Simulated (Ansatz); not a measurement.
All numbers below come from Ansatz 0.2.0, DFT PBE, scalar-relativistic, plane waves, PAW. All cells share a 420 eV cutoff and Γ-centred k meshes spaced at most about 0.3 Å⁻¹ (2π included). No spin polarisation.

Energies over the elements count from the elements' standard structures at the same level, with no fitted energy shifts.

All energies are static (0 K, no zero-point motion). Only the structures computed here compete, so a lower one can exist. Kohn–Sham gaps at this level usually fall short of measured ones. The reference form of As is held partly by dispersion forces, which this level lacks.

A search for Al3InAs4 gave 4 distinct relaxed structures. Coordination counts As atoms around Al and In (those within 1.25 times the shortest such distance or 1.15 times the sum of covalent radii). Cells relaxed within their symmetry can be saddle points.

Problem. What is the best candidate for Al3InAs4?

Solution. The one with Al and In ordered on zinc blende sites, space group I-42m (No. 121), reached from: Al and In ordered on zinc blende sites. It has a = 5.837 Å, c = 11.657 Å, 24.8 Å³/atom, a gap of 1.15 eV on the mesh. Around Al on a site of symmetry -4 lie 4 As at 2.49 Å; Al on a site of symmetry -42m is surrounded by 4 As at 2.48 Å; In is surrounded by 4 As at 2.65 Å; around As lie 3 Al at 2.48–2.49 Å and 1 In at 2.65 Å. Its energy over the elements is −0.421 eV/atom. A negative formation energy is needed for stability but isn't enough: competing phases decide. An observed structure of this formula, if there is one, may be missing.

```
Al In As
1.0
    -2.91865    2.91865    5.82845
     2.91865   -2.91865    5.82845
     2.91865    2.91865   -5.82845
Al In As
3 1 4
Direct
  0.75000 0.25000 0.50000
  0.50000 0.50000 0.00000
  0.25000 0.75000 0.50000
  0.00000 0.00000 0.00000
  0.86706 0.39400 0.00000
  0.60600 0.60600 0.47305
  0.39400 0.86706 0.00000
  0.13294 0.13294 0.52695
```

Problem. How much higher is the P-43m structure with 24.8 Å³/atom and coordination Al 4, In 4 (reached from: Al and In ordered on zinc blende sites)?

Solution. 6 meV/atom. Its gap on the mesh is 1.16 eV.

Problem. How much higher is the Pmm2 structure with 24.8 Å³/atom and coordination Al 4, In 4 (reached from: Al and In ordered on zinc blende sites)?

Solution. 4 meV/atom. Its gap on the mesh is 1.03 eV.
